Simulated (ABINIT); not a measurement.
Si:

```xyz
2
Lattice="0.0000 2.7219 2.7219 2.7219 0.0000 2.7219 2.7219 2.7219 0.0000" Properties=species:S:1:pos:R:3 pbc="T T T"
Si    2.7219    2.7219    2.7219
Si    4.0828    4.0828    4.0828
```

Program: ABINIT 10.8.3 (patched build). Alike in all runs: task band structure; no spin polarisation; cell as given; k mesh 8 × 8 × 8; smearing fermi-dirac 0.05 eV.

Task: Order these runs on this cell by their pressure, lowest first.
A. level LDA-PZ; potentials or basis JTH PAW LDA v2.0; cutoff (eV) 408; fine-grid cutoff 816.342 eV
B. level BLYP; potentials or basis JTH PAW PBE v2.0; cutoff (eV) 408; fine-grid cutoff 816.342 eV
C. level HCTH407; potentials or basis PseudoDojo NC SR PBE v0.4.1 standard; cutoff (eV) 490
D. level RPBE; potentials or basis JTH PAW PBE v2.0; cutoff (eV) 408; fine-grid cutoff 816.342 eV
E. level HLE16; potentials or basis PseudoDojo NC SR PBE v0.4.1 standard; cutoff (eV) 490

Result: E (-14.1 GPa), A (-2.1 GPa), C (-0.2 GPa), D (2.7 GPa), B (4.3 GPa).

Caveats: the potentials were made for another functional, which shifts forces and pressure (some runs); the PAW data sets were made with another functional, which shifts forces and pressure a little (some runs); the potentials were made for a functional far from this one (some runs).
